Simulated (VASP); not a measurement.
# WC (Qusongite) (P-6m2) in VASP: equation of state, part 2 of 2

VASP 6.6.1. The steps go on from the part before.

## Step 6: Equation of state, PBE, 10.79 Å³/atom (volume scaled by 1.04)

INCAR reads:

```
ALGO = Normal ; EDIFF = 1E-7
ENCUT = 520 ; GGA = PE
ISIF = 2 ; ISMEAR = -1
LASPH = T ; LCHARG = F
LREAL = F ; LWAVE = F
NBANDS = 16 ; NELM = 80
PREC = Accurate ; SIGMA = 0.05
```

KPOINTS reads:

```
k-points
0
Gamma
  10 10 9
```

POSCAR reads:

```
WC
1.0
    2.9447478072      0.0000000000      0.0000000000
   -1.4723739036      2.5502264088      0.0000000000
    0.0000000000      0.0000000000      2.8739279649
W C
1 1
Direct
    0.0000000000      0.0000000000      0.0000000000
    0.6666666667      0.3333333333      0.5000000000
```

Potentials or basis: VASP PAW PBE potentials, release 64 (W_sv, C).

Command:

```bash
> cat potpaw_PBE.64/W_sv/POTCAR potpaw_PBE.64/C/POTCAR > POTCAR
> mpirun -np 1 vasp_std > vasp.out
```

OUTCAR:

```text
EDIFF = 1E-7
   ENCUT = 520
   GGA = PE
   ISIF = 2
   ISMEAR = -1
   LASPH = T
   LREAL = F
   NELM = 80
   PREC = Accurate

 ion  position               nearest neighbor table
   1  0.000  0.000  0.000-   2 2.23   2 2.23   2 2.23   2 2.23   2 2.23   2 2.23
   2  0.667  0.333  0.500-   1 2.23   1 2.23   1 2.23   1 2.23   1 2.23   1 2.23

  LATTYP: Found a hexagonal cell.
 ALAT       =     2.9447478072
 C/A-ratio  =     0.9759504559

[... 972 lines left out ...]
     16      26.6788      0.00000

 [... further k-points ...]

------------------------ aborting loop because EDIFF is reached ----------------------------------------

  FORCE on cell =-STRESS in cart. coord.  units (eV):
  Direction    XX          YY          ZZ          XY          YZ          ZX
  --------------------------------------------------------------------------------------
  -------------------------------------------------------------------------------------
  Total       -0.9907064     -0.9907064     -1.3771448      0.0000000     -0.0000000      0.0000000
  in kB      -73.5449418    -73.5449418   -102.2321452      0.0000000     -0.0000000      0.0000000
  external PRESSURE =     -83.1073429 kB  Pullay stress =       0.0000000 kB

 VOLUME and BASIS-vectors are now :
 -----------------------------------------------------------------------------
  energy-cutoff  :      520.00
  volume of cell :       21.58
      direct lattice vectors                 reciprocal lattice vectors
     2.944747807  0.000000000  0.000000000     0.339587654  0.196061024  0.000000000
    -1.472373904  2.550226409  0.000000000     0.000000000  0.392122047  0.000000000
     0.000000000  0.000000000  2.873927965     0.000000000  0.000000000  0.347955833

 POSITION                                       TOTAL-FORCE (eV/Angst)
 -----------------------------------------------------------------------------------
      0.00000      0.00000      0.00000        -0.000000      0.000000      0.000000
      1.47237      0.85008      1.43696         0.000000      0.000000      0.000000
 -----------------------------------------------------------------------------------
    total drift:                               -0.000000      0.000000      0.000000

  FREE ENERGIE OF THE ION-ELECTRON SYSTEM (eV)
  ---------------------------------------------------
  free  energy   TOTEN  =       -22.4415481779 eV

  energy  without entropy=      -22.4395840266  energy(sigma->0) =      -22.44056610
```

OSZICAR:

```text
N       E                     dE             d eps       ncg     rms          rms(c)
DAV:   1     0.111325312986E+03    0.11133E+03   -0.93539E+03  2240   0.124E+03
DAV:   2    -0.222390591415E+02   -0.13356E+03   -0.12907E+03  2696   0.336E+02
DAV:   3    -0.255138540540E+02   -0.32748E+01   -0.32632E+01  2456   0.501E+01
DAV:   4    -0.255313423146E+02   -0.17488E-01   -0.17487E-01  2984   0.416E+00
DAV:   5    -0.255314816190E+02   -0.13930E-03   -0.13930E-03  2440   0.349E-01    0.300E+01
DAV:   6    -0.225448957127E+02    0.29866E+01   -0.59650E+00  2704   0.259E+01    0.745E+00
DAV:   7    -0.224707425841E+02    0.74153E-01   -0.47290E-01  2352   0.525E+00    0.573E+00
DAV:   8    -0.224429391678E+02    0.27803E-01   -0.78576E-02  2488   0.239E+00    0.103E+00
DAV:   9    -0.224416239645E+02    0.13152E-02   -0.35467E-03  2464   0.476E-01    0.132E-01
DAV:  10    -0.224415514934E+02    0.72471E-04   -0.34337E-04  2688   0.209E-01    0.674E-02
DAV:  11    -0.224415495340E+02    0.19594E-05   -0.19716E-05  2512   0.382E-02    0.117E-02
DAV:  12    -0.224415482569E+02    0.12771E-05   -0.41790E-06  2512   0.177E-02    0.194E-03
DAV:  13    -0.224415481779E+02    0.78961E-07   -0.16038E-07  2552   0.329E-03
   1 F= -.22441548E+02 E0= -.22440566E+02  d E =-.196415E-02
```

stdout:

```text
POSCAR found type information on POSCAR W C
 POSCAR found :  2 types and       2 ions
 scaLAPACK will be used
 LDA part: xc-table for (Slater+PW92), standard interpolation
 POSCAR, INCAR and KPOINTS ok, starting setup
 FFT: planning ... GRIDC
 FFT: planning ... GRID_SOFT
 FFT: planning ... GRID
 WAVECAR not read
 entering main loop
```

Run time: 13 s. Hardware: 1 thread of AMD EPYC 9R45 (Zen 5), shared host; peak memory 0.11 GiB.

What came out:

```yaml
Free_energy: -22.4415 eV
Pressure: -8.3 GPa
Band_gap_on_the_k_mesh: none (metal or under the smearing width)
```

## Step 7: Equation of state, PBE, 11.00 Å³/atom (volume scaled by 1.06)

INCAR reads:

```
SYSTEM = WC
PREC = Accurate
ENCUT = 520
EDIFF = 1E-7
ISMEAR = -1
SIGMA = 0.05
LREAL = .False.
LASPH = .True.
NELM = 80
ALGO = Normal
ISIF = 2
LWAVE = .False.
LCHARG = .False.
GGA = PE
NBANDS = 16
```

KPOINTS reads:

```
regular mesh
0
Gamma
  10 10 9
  0 0 0
```

POSCAR reads:

```
WC
1.0
    2.9635046684      0.0000000000      0.0000000000
   -1.4817523342      2.5664703270      0.0000000000
    0.0000000000      0.0000000000      2.8922337321
W C
1 1
Direct
    0.0000000000      0.0000000000      0.0000000000
    0.6666666667      0.3333333333      0.5000000000
```

Command:

```bash
> cat potpaw_PBE.64/W_sv/POTCAR potpaw_PBE.64/C/POTCAR > POTCAR
> mpirun -np 1 vasp_std > vasp.out
```

Wall time 15 s (1 thread of AMD EPYC 9R45 (Zen 5), shared host); peak memory 0.12 GiB.

It converged, with:

```yaml
Free_energy: -22.4118 eV
Pressure: -14.7 GPa
Band_gap_on_the_k_mesh: none (metal or under the smearing width)
```

## Step 8: Equation of state, PBE

Potentials or basis: VASP PAW PBE potentials, release 64 (W_sv, C).

No new run: the results of the series are fitted here.

What came out:

| Quantity | Value |
| --- | --- |
| Equilibrium volume | 10.55 Å³/atom |
| Bulk modulus at fixed shape and positions | 388 GPa |
| Pressure derivative of the bulk modulus | 4.3 |

Energy against volume, from the lowest point:
| volume (Å³/atom) | energy (meV/atom) |
| --- | --- |
| 9.754 | 84.24 |
| 9.961 | 44.49 |
| 10.169 | 18.05 |
| 10.376 | 3.62 |
| 10.584 | 0.00 |
| 10.791 | 6.11 |
| 10.999 | 21.00 |

Caveat: the cell was scaled at fixed shape and fractional positions, which overstates the stiffness of a crystal with free parameters, most of all of layers and chains. Spin-orbit coupling is left out, which matters for the levels of W.
